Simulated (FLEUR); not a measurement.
# BeTe (F-43m) in FLEUR: a series of runs

Runs on BeTe. Level: PBEsol. Tasks: band structure, equation of state.

All numbers are computed with FLEUR MaX-R8.1 (later development tree); they aren't measurements. Logs are shortened: lines on timing, memory, paths and dates and some standing lists are left out, and cuts for length are marked.

## 1. The structure

The structure is cubic, space group F-43m (No. 216). The conventional cell has a = 5.540 Å, b = 5.540 Å, c = 5.540 Å, α = 90.00°, β = 90.00°, γ = 90.00°. Te (site symmetry -43m) has 4 Be at 2.40 Å as nearest neighbours. Around Be (site symmetry -43m) lie 4 Te at 2.40 Å.

## 2. Band structure, PBEsol

inp.xml

```xml
<?xml version="1.0" encoding="UTF-8" standalone="no"?>
<fleurInput fleurInputVersion="0.39">
   <comment>
      BeTe                                                                                                
   </comment>
   <calculationSetup>
      <cutoffs Kmax="4.1" Gmax="12.7" GmaxXC="12.7" numbands="0"/>
      <scfLoop itmax="60" minDistance="0.00001" maxIterBroyd="15" imix="Anderson" alpha="0.05" precondParam="0.0" spinf="2.0" sdNocoIR="T"/>
      <coreElectrons ctail="T" frcor="F" kcrel="0" coretail_lmax="0"/>
      <xcFunctional name="PBEs" relativisticCorrections="F"/>
      <magnetism jspins="1"/>
      <soc l_soc="F" theta="0.0" phi="0.0" spav="F"/>
      <expertModes spex="0" secvar="F"/>
      <geometryOptimization l_f="F" forcealpha="1.0" forcemix="BFGS" epsdisp="0.00001" epsforce="0.00001"/>
      <ldaU l_linMix="F" mixParam="0.05" spinf="1.0"/>
   </calculationSetup>
   <cell>
      <bzIntegration valenceElectrons="26.0" mode="hist" fermiSmearingEnergy="0.00183747">
         <kPointListSelection listName="default-1"/>
         <!-- k-points included here -->
         <xi:include xmlns:xi="http://www.w3.org/2001/XInclude" href="kpts.xml"> </xi:include>
      </bzIntegration>
      <!-- symmetry operations included here -->
      <xi:include xmlns:xi="http://www.w3.org/2001/XInclude" href="sym.xml"> </xi:include>
      <bulkLattice scale="1.0">
         <bravaisMatrix>
            <row-1>    0.0000000000000000     5.2345413651419994     5.2345413651419994</row-1>
[... 28 lines left out ...]
            <valenceConfig>(1s1/2) (2s1/2)</valenceConfig>
         </electronConfig>
         <energyParameters s="2" p="2" d="3" f="4"/>
         <lo type="SCLO" l="0" n="1" eDeriv="0"/>
         <lo type="SCLO" l="1" n="2" eDeriv="2"/>
         <lo type="SCLO" l="2" n="3" eDeriv="2"/>
      </species>
   </atomSpecies>
   <atomGroups>
      <atomGroup species="Tellurium (Te)">
         <relPos label="                   1">-1.000/4.000 -1.000/4.000 -1.000/4.000</relPos>
         <force calculate="T" relaxXYZ="TTT"/>
      </atomGroup>
      <atomGroup species="Beryllium (Be)">
         <relPos label="                   2">.0000000000 .0000000000 .0000000000</relPos>
         <force calculate="T" relaxXYZ="TTT"/>
      </atomGroup>
   </atomGroups>
   <output dos="F" band="F" slice="F">
      <checks vchk="F" cdinf="F"/>
      <bandDOS minEnergy="-.5*Htr" maxEnergy="0.5*Htr" sigma="0.015" storeEVData="T"/>
      <vacuumDOS vacdos="F" integ="F" star="F" nstars="0" locx1="0.0" locy1="0.0" locx2="0.0" locy2="0.0" nstm="0" tworkf="0.0"/>
      <unfoldingBand unfoldBand="F" supercellX="1" supercellY="1" supercellZ="1"/>
      <plotting iplot="0" polar="F">
         <plot TwoD="T" vec1="  1.0  0.0  0.0" vec2="  0.0  1.0  0.0" vec3="  0.0  0.0  1.0" zero="  0.0  0.0  0.0" file="plot"/>
      </plotting>
      <chargeDensitySlicing numkpt="0" minEigenval="0.0" maxEigenval="0.0" nnne="0" pallst="F"/>
      <specialOutput eonly="F"/>
      <moessbauerParams electricFieldGradient="T" isomerShift="T" coreHyperfine="T" valenceHyperfine="T"/>
      <magneticCircularDichroism mcd="F" energyLo="-10.0" energyUp="0.0"/>
   </output>
  <!-- We include the file relax.xml here to enable relaxations (see documentation) -->
  <xi:include xmlns:xi="http://www.w3.org/2001/XInclude" href="relax.xml"> <xi:fallback/> </xi:include>
</fleurInput>
```

crystal.txt

```
BeTe
&input cartesian=F /
0.0000000000  2.7700000000  2.7700000000
2.7700000000  0.0000000000  2.7700000000
2.7700000000  2.7700000000  0.0000000000
1.8897261246
1.0 1.0 1.0

2
52 0.7500000000  0.7500000000  0.7500000000
4 0.0000000000  0.0000000000  0.0000000000

&kpt div1=8 div2=8 div3=8 gamma=T /
```

inp.xml (bands)

```
<?xml version="1.0" encoding="UTF-8" standalone="no"?>
<fleurInput fleurInputVersion="0.39">
   <comment>
      BeTe                                                                                                
   </comment>
   <calculationSetup>
      <cutoffs Kmax="4.1" Gmax="12.7" GmaxXC="12.7" numbands="0"/>
      <scfLoop itmax="60" minDistance="0.00001" maxIterBroyd="15" imix="Anderson" alpha="0.05" precondParam="0.0" spinf="2.0" sdNocoIR="T"/>
      <coreElectrons ctail="T" frcor="F" kcrel="0" coretail_lmax="0"/>
      <xcFunctional name="PBEs" relativisticCorrections="F"/>
      <magnetism jspins="1"/>
      <soc l_soc="F" theta="0.0" phi="0.0" spav="F"/>
      <expertModes spex="0" secvar="F"/>
      <geometryOptimization l_f="F" forcealpha="1.0" forcemix="BFGS" epsdisp="0.00001" epsforce="0.00001"/>
      <ldaU l_linMix="F" mixParam="0.05" spinf="1.0"/>
   </calculationSetup>
   <cell>
      <bzIntegration valenceElectrons="26.0" mode="hist" fermiSmearingEnergy="0.00183747">
         <kPointListSelection listName="path-1"/>
         <!-- k-points included here -->
         <xi:include xmlns:xi="http://www.w3.org/2001/XInclude" href="kpts.xml"> </xi:include>
      </bzIntegration>
      <!-- symmetry operations included here -->
      <xi:include xmlns:xi="http://www.w3.org/2001/XInclude" href="sym.xml"> </xi:include>
      <bulkLattice scale="1.0">
         <bravaisMatrix>
            <row-1>    0.0000000000000000     5.2345413651419994     5.2345413651419994</row-1>
[... 30 lines left out ...]
         <energyParameters s="2" p="2" d="3" f="4"/>
         <lo type="SCLO" l="0" n="1" eDeriv="0"/>
         <lo type="SCLO" l="1" n="2" eDeriv="2"/>
         <lo type="SCLO" l="2" n="3" eDeriv="2"/>
      </species>
   </atomSpecies>
   <atomGroups>
      <atomGroup species="Tellurium (Te)">
         <relPos label="                   1">-1.000/4.000 -1.000/4.000 -1.000/4.000</relPos>
         <force calculate="T" relaxXYZ="TTT"/>
      </atomGroup>
      <atomGroup species="Beryllium (Be)">
         <relPos label="                   2">.0000000000 .0000000000 .0000000000</relPos>
         <force calculate="T" relaxXYZ="TTT"/>
      </atomGroup>
   </atomGroups>
   <output dos="F" band="T" slice="F">
      <checks vchk="F" cdinf="F"/>
      <bandDOS minEnergy="-.5*Htr" maxEnergy="0.5*Htr" sigma="0.015" storeEVData="T"/>
      <vacuumDOS vacdos="F" integ="F" star="F" nstars="0" locx1="0.0" locy1="0.0" locx2="0.0" locy2="0.0" nstm="0" tworkf="0.0"/>
      <unfoldingBand unfoldBand="F" supercellX="1" supercellY="1" supercellZ="1"/>
      <plotting iplot="0" polar="F">
         <plot TwoD="T" vec1="  1.0  0.0  0.0" vec2="  0.0  1.0  0.0" vec3="  0.0  0.0  1.0" zero="  0.0  0.0  0.0" file="plot"/>
      </plotting>
      <chargeDensitySlicing numkpt="0" minEigenval="0.0" maxEigenval="0.0" nnne="0" pallst="F"/>
      <specialOutput eonly="F"/>
      <moessbauerParams electricFieldGradient="T" isomerShift="T" coreHyperfine="T" valenceHyperfine="T"/>
      <magneticCircularDichroism mcd="F" energyLo="-10.0" energyUp="0.0"/>
   </output>
  <!-- We include the file relax.xml here to enable relaxations (see documentation) -->
  <xi:include xmlns:xi="http://www.w3.org/2001/XInclude" href="relax.xml"> <xi:fallback/> </xi:include>
</fleurInput>
```

Potentials or basis: all-electron, FLAPW.

Command:

```console
$ inpgen -f crystal.txt -profile fastHighL
$ # inp.xml edited to the form shown
$ fleur_MPI
$ fleur_MPI   # second run, on inp.xml (bands)
```

The program printed:

```text
Welcome to FLEUR        (www.flapw.de)
      MaX-Release 8.1          (www.max-centre.eu)

 ========== k-point set info ==========
 Selected k-point list: default-1
 k-point list type: mesh
 8 x 8 x 8
 Number of k points: 29

 ------------Calculation Setup---------------------------
 Number of MPI-tasks      :            1
 Number of PE/node        :            1
 Number of OMP-threads    :            1
 Most efficient MPI parallelization for:
           1          29
 Additional eigenvalue parallelization possible
 Number of basis functions:          427
 Approximate size of matrices (H+S) per k-point:         0.005 GB
 --------------------------------------------------------
Nuclear radius smaller than smallest radial mesh point for atom type 2 -- skipping its core isomer shift
Nuclear radius smaller than smallest radial mesh point for atom type 2 -- skipping its isomer shift
 Iteration:     1   Distance:       7.40600926 me/bohr^3
Nuclear radius smaller than smallest radial mesh point for atom type 2 -- skipping its core isomer shift
Nuclear radius smaller than smallest radial mesh point for atom type 2 -- skipping its isomer shift
 Iteration:     2   Distance:       6.92610337 me/bohr^3
Nuclear radius smaller than smallest radial mesh point for atom type 2 -- skipping its core isomer shift
Nuclear radius smaller than smallest radial mesh point for atom type 2 -- skipping its isomer shift
 Iteration:     3   Distance:       2.14676815 me/bohr^3
Nuclear radius smaller than smallest radial mesh point for atom type 2 -- skipping its core isomer shift
Nuclear radius smaller than smallest radial mesh point for atom type 2 -- skipping its isomer shift
 Iteration:     4   Distance:       0.52249623 me/bohr^3
Nuclear radius smaller than smallest radial mesh point for atom type 2 -- skipping its core isomer shift
Nuclear radius smaller than smallest radial mesh point for atom type 2 -- skipping its isomer shift
 Iteration:     5   Distance:       0.37128024 me/bohr^3
Nuclear radius smaller than smallest radial mesh point for atom type 2 -- skipping its core isomer shift
Nuclear radius smaller than smallest radial mesh point for atom type 2 -- skipping its isomer shift
 Iteration:     6   Distance:       0.10983285 me/bohr^3
Nuclear radius smaller than smallest radial mesh point for atom type 2 -- skipping its core isomer shift
Nuclear radius smaller than smallest radial mesh point for atom type 2 -- skipping its isomer shift
 Iteration:     7   Distance:       0.06443502 me/bohr^3
Nuclear radius smaller than smallest radial mesh point for atom type 2 -- skipping its core isomer shift
Nuclear radius smaller than smallest radial mesh point for atom type 2 -- skipping its isomer shift
 Iteration:     8   Distance:       0.01433865 me/bohr^3
Nuclear radius smaller than smallest radial mesh point for atom type 2 -- skipping its core isomer shift
Nuclear radius smaller than smallest radial mesh point for atom type 2 -- skipping its isomer shift
 Iteration:     9   Distance:       0.00281999 me/bohr^3
Nuclear radius smaller than smallest radial mesh point for atom type 2 -- skipping its core isomer shift
Nuclear radius smaller than smallest radial mesh point for atom type 2 -- skipping its isomer shift
 Iteration:    10   Distance:       0.00157251 me/bohr^3
Nuclear radius smaller than smallest radial mesh point for atom type 2 -- skipping its core isomer shift
Nuclear radius smaller than smallest radial mesh point for atom type 2 -- skipping its isomer shift
 Iteration:    11   Distance:       0.00014184 me/bohr^3
Nuclear radius smaller than smallest radial mesh point for atom type 2 -- skipping its core isomer shift
Nuclear radius smaller than smallest radial mesh point for atom type 2 -- skipping its isomer shift
 Iteration:    12   Distance:       0.00015382 me/bohr^3
Nuclear radius smaller than smallest radial mesh point for atom type 2 -- skipping its core isomer shift
Nuclear radius smaller than smallest radial mesh point for atom type 2 -- skipping its isomer shift
 Iteration:    13   Distance:       0.00001870 me/bohr^3
Nuclear radius smaller than smallest radial mesh point for atom type 2 -- skipping its core isomer shift
Nuclear radius smaller than smallest radial mesh point for atom type 2 -- skipping its isomer shift
 Iteration:    14   Distance:       0.00000105 me/bohr^3

 ********************************************************************
 Run finished successfully
 Stop message:
   all done
 ********************************************************************
```

Run time: 28 s. Hardware: 1 thread of Intel Xeon 6975P-C (Granite Rapids), shared host; peak memory 0.07 GiB.

What came out:

| Quantity | Value |
| --- | --- |
| Free energy | -185273.1459 eV |
| Band gap on the k mesh | 1.75 eV, indirect (least direct gap 3.58 eV) |
| Band gap along the path | 1.75 eV, indirect (least direct gap 3.58 eV) |
| Valence electrons inside the program's atomic spheres | Te 19.64; Be 2.72 (radii Te 2.44, Be 1.76 bohr) |

Levels at the corners of the path, in eV from the valence-band top:
```tsv
point	band 11	band 12	band 13	band 14	band 15	band 16
Γ	0.00	0.00	0.00	3.58	3.58	3.58
X	-5.39	-2.84	-2.84	1.75	2.56	10.07
W	-4.79	-3.99	-3.47	5.22	5.48	5.64
K	-5.00	-4.19	-2.40	2.55	5.26	8.09
Γ	0.00	0.00	0.00	3.58	3.58	3.58
L	-5.89	-1.21	-1.21	3.18	4.56	4.56
U	-5.00	-4.19	-2.40	2.55	5.26	8.09
W	-4.79	-3.99	-3.47	5.22	5.48	5.64
L	-5.89	-1.21	-1.21	3.18	4.56	4.56
K	-5.00	-4.19	-2.40	2.55	5.26	8.09
U	-5.00	-4.19	-2.40	2.55	5.26	8.09
X	-5.39	-2.84	-2.84	1.75	2.56	10.07
```

Core levels (eV from the Fermi level):
| atom | levels |
| --- | --- |
| 1 Te | 1s1/2 -31586.3, 2s1/2 -4838.2, 2p1/2 -4533.3, 2p3/2 -4259.0, 3s1/2 -958.4, 3p1/2 -833.0, 3p3/2 -781.9, 4s1/2 -158.7, 3d3/2 -560.6, 3d5/2 -549.9 |

Caveat: spin-orbit coupling is left out, which moves the levels of the heavy elements.

[end of part 1 of 2]
